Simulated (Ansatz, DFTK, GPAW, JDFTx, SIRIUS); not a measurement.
## KTaO3: programs and potentials compared

```xyz
5
Lattice="3.9883 0.0000 0.0000 0.0000 3.9883 0.0000 0.0000 0.0000 3.9883" Properties=species:S:1:pos:R:3 pbc="T T T"
Ta   -0.0351    0.0254   -0.0525
K     2.0287    1.9853    2.0841
O    -0.0139    0.0041    1.9539
O     0.0019    2.0111    0.0071
O     1.9758    0.0292   -0.0165
```

Atoms were shifted at random by some hundredths of an Å from the given cell, which wasn't relaxed again for these runs.

Alike in all runs: task single point; functional PBEsol; k mesh 7 × 7 × 7; occupations fermi-dirac, width 0.05 eV; no spin polarisation; no spin-orbit coupling. Pressure is positive in compression and, in plane waves, holds the error of the finite cutoff, which Ansatz's Pulay term estimates and takes out.

```csv
program and potentials,plane-wave cutoff (eV),notes,pressure (GPa),largest force (eV/Å),energy over the undisturbed cell (meV/atom)
"Ansatz, Ansatz PAW",420,"potentials made for PBE, which Ansatz adapts in part; Pulay term of +0.61 GPa included",-0.28,0.563,9.96
"DFTK, PseudoDojo SR PBEsol 0.4.1 standard (PBEsol)",1143,-,-1.52,0.562,-
"Ansatz, all-electron LAPW, scalar-relativistic",-,-,-0.26,0.564,-
"JDFTx, PseudoDojo-SR-PBEsol-0.4.1-standard with smoothed tails",1143,-,-1.52,0.562,10.03
"GPAW, PAW data sets generated for this functional",800,-,0.10,0.563,-
"SIRIUS, PseudoDojo 0.4.1 PBEsol standard (scalar relativistic)",1152,-,?,?,-
```

Task: Estimate from the other rows what the run with SIRIUS, PseudoDojo 0.4.1 PBEsol standard (scalar relativistic) gave.

Result: Pressure -1.51 GPa; largest force 0.562 eV/Å. The other rows, which needn't bracket it: pressure -1.52 to 0.10; largest force 0.562 to 0.564; energy over the undisturbed cell 9.96 to 10.03.
